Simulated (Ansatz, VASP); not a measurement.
Two plane-wave programs on HfN

POSCAR

```
HfN
1.0
    0.0000000000      2.2623875418      2.2623875418
    2.2623875418      0.0000000000      2.2623875418
    2.2623875418      2.2623875418      0.0000000000
Hf N
1 1
Direct
    0.5000000000      0.5000000000      0.5000000000
    0.0000000000      0.0000000000      0.0000000000
```

File INCAR.step1:

```
PREC = Accurate ; ENCUT = 520
ISMEAR = 0 ; SIGMA = 0.05
LREAL = False ; LASPH = True
NELM = 100 ; NBANDS = 14
GGA = PE ; ALGO = Normal
EDIFF = 1E-4 ; LWAVE = True
LCHARG = False
```

INCAR.step2

```
PREC = Accurate ; ENCUT = 520
EDIFF = 1E-7 ; ISMEAR = 0
SIGMA = 0.05 ; LREAL = False
LASPH = True ; NELM = 100
ALGO = Normal ; ISIF = 2
LWAVE = False ; LCHARG = False
METAGGA = R2SCAN ; LMIXTAU = True
NBANDS = 14 ; ISTART = 1
```

File KPOINTS:

```
regular mesh
0
Gamma
  12 12 12
```

Input for Ansatz:

```yaml
crystal:
  lattice:
    - [0.0, 2.2623875418, 2.2623875418]
    - [2.2623875418, 0.0, 2.2623875418]
    - [2.2623875418, 2.2623875418, 0.0]
  atoms:
    - { symbol: Hf, position: [0.5, 0.5, 0.5] }
    - { symbol: "N", position: [0.0, 0.0, 0.0] }
basis:
  ecutwfc: 500
  ecutrho_ratio: 4
kpoints:
  mp_grid: { grid: [12, 12, 12] }
hamiltonian:
  xc: r2scan
scf:
  occupations: { method: gaussian, width: 0.05 }
output:
  forces: true
  stress: true
  eigenvalues: true
```

Alike in both runs: task single point; functional r2SCAN; k mesh 12 × 12 × 12; occupations gaussian, width 0.05 eV; no spin polarisation.

|  | VASP | Ansatz |
| --- | --- | --- |
| version | VASP 6.6.1 | Ansatz 0.2.0 |
| potentials or method | VASP PAW PBE potentials, release 64 (Hf_pv, N) | scalar-relativistic, plane waves, PAW |
| plane-wave cutoff (eV) | 520 | 500 |
| valence electrons in the cell | 15 | 31 |

Ansatz gave:

- gap on the k mesh at the Fermi level (eV): none
- pressure (GPa): 0.0

Task: Which values does VASP return?

Result: gap on the k mesh at the Fermi level (eV): none; pressure (GPa): -2.6.

A gap of «none» marks a metal or a gap that the smearing closes. The two sets of potentials don't hold the same shells in valence.

Caveats: the PAW data sets were made with another functional, which shifts forces and pressure a little (VASP). Spin-orbit coupling is left out, which matters for the levels of Hf.
